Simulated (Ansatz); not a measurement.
PbO2 under changes of volume

One of the cells (13.151 Å³/atom); the others are scaled copies at fixed shape and fractional positions:

```
CELL_PARAMETERS angstrom
0.00000 2.70199 2.70199
2.70199 0.00000 2.70199
2.70199 2.70199 0.00000
ATOMIC_POSITIONS crystal
Pb 0.00000 0.00000 0.00000
O 0.75000 0.75000 0.75000
O 0.25000 0.25000 0.25000
```

The cell comes from a database or a generator and needn't be the stable form of this composition.

| Item | Value |
| --- | --- |
| Program | Ansatz 0.2.0 |
| Functional | PBE |
| Potentials or basis | all-electron LAPW, scalar-relativistic |
| Cutoff | 315 eV (chosen from the basis error) |
| Basis error allowed | 0.001 eV/atom |
| k mesh | 9 × 9 × 9 |
| Occupations | fermi-dirac, width 0.05 eV |
| Spin | no spin polarisation |

| volume (Å³/atom) | energy over the lowest point (meV/atom) | pressure (GPa) |
| --- | --- | --- |
| 12.362 | ? | ? |
| 12.625 | 11.02 | 6.5 |
| 12.888 | 2.99 | 3.3 |
| 13.151 | 0.00 | 0.4 |
| 13.414 | 1.48 | -2.1 |
| 13.677 | 6.90 | -4.4 |
| 13.940 | 15.83 | -6.4 |

What does the run at 12.362 Å³/atom give?

Energy over the lowest point 24.66 meV/atom; pressure 10.2 GPa.

Worked out: A Birch-Murnaghan fit of order 3 (a polynomial in V^(-2/3)) to the other rows has its minimum at 13.19 Å³/atom with B0 = V·E''(V) = 134 GPa and B' = 5.1. It gives 24.74 meV/atom at 12.362 Å³/atom, against the run's 24.66, and -dE/dV = 10.2 GPa, against 10.2.

Energies are extrapolated to zero smearing.
